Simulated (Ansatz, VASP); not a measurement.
# Two plane-wave programs on CoO

INCAR

```
PREC = Accurate
ENCUT = 520
EDIFF = 1E-7
ISMEAR = -1
SIGMA = 0.05
LREAL = F
LASPH = T
NELM = 150
ALGO = Normal
ISIF = 2
LWAVE = F
LCHARG = F
ISPIN = 2
MAGMOM = 2 0
LORBIT = 11
LMAXMIX = 4
GGA = PS
IVDW = 13
NBANDS = 18
```

File KPOINTS:

```
regular mesh
0
Gamma
  11 11 11
```

The input POSCAR:

```
CoO
1.0
    0.0000000000      2.1171941998      2.1171941998
    2.1171941998      0.0000000000      2.1171941998
    2.1171941998      2.1171941998      0.0000000000
Co O
1 1
Direct
    0.0000000000      0.0000000000      0.0000000000
    0.5000000000      0.5000000000      0.5000000000
```

File input.yaml:

```yaml
crystal:
  lattice:
    - [0.0, 2.1171941998, 2.1171941998]
    - [2.1171941998, 0.0, 2.1171941998]
    - [2.1171941998, 2.1171941998, 0.0]
  atoms:
    - { symbol: Co, position: [0.0, 0.0, 0.0], spin: 2.0 }
    - { symbol: O, position: [0.5, 0.5, 0.5] }
hamiltonian:
  xc: pbesol
  pseudopotentials: { kind: paw }
  dispersion: d4
magnetization:
  spin_polarized: true
kpoints:
  mp_grid: { grid: [11, 11, 11] }
scf:
  occupations: { method: fermi_dirac, width: 0.05 }
output:
  forces: true
  stress: true
  eigenvalues: true
  write_density: true
  write_potential: true
  elf: true
  volumetric_format: npy
```

Alike in both runs: task single point; functional PBEsol; dispersion D4; k mesh 11 × 11 × 11; occupations fermi-dirac, width 0.05 eV; collinear spin.

|  | VASP | Ansatz |
| --- | --- | --- |
| version | VASP 6.6.1 | Ansatz 0.2.0 |
| potentials or method | VASP PAW PBE potentials, release 64 (Co, O) | Ansatz PAW |
| plane-wave cutoff (eV) | 520 | 420 |
| valence electrons in the cell | 15 | 23 |

|  | VASP | Ansatz | Ansatz less VASP |
| --- | --- | --- | --- |
| gap on the k mesh at the Fermi level (eV) | none | none | - |
| pressure (GPa) | -10.2 | -9.6 | +0.59 |
| net moment per atom (μB) | 1.44 | 1.46 | +0.014 |
| size of the moment on the site where the two differ most (μB) | 2.53 | 2.47 | -0.063 |
| dispersion energy (meV/atom) | -159.6 | -159.6 | 0.00 |

Site moments also hang on the region over which each program counts them. A gap of «none» marks a metal or a gap that the smearing closes. The two sets of potentials don't hold the same shells in valence.

Caveats: a cell with one magnetic atom can't hold antiferromagnetic order, which such compounds often take; semilocal functionals often make such compounds metallic where correlation or magnetic order opens a gap, which also shifts bond lengths; pairwise dispersion overbinds metals, which lowers pressure and volume; the PAW data sets were made with another functional, which shifts forces and pressure a little (VASP); the pressure holds a Pulay correction of +0.8 GPa for the finite cutoff (Ansatz); the PAW data sets come from PBE, with cores solved anew for the run's functional, which leaves a small shift of forces and pressure (Ansatz).
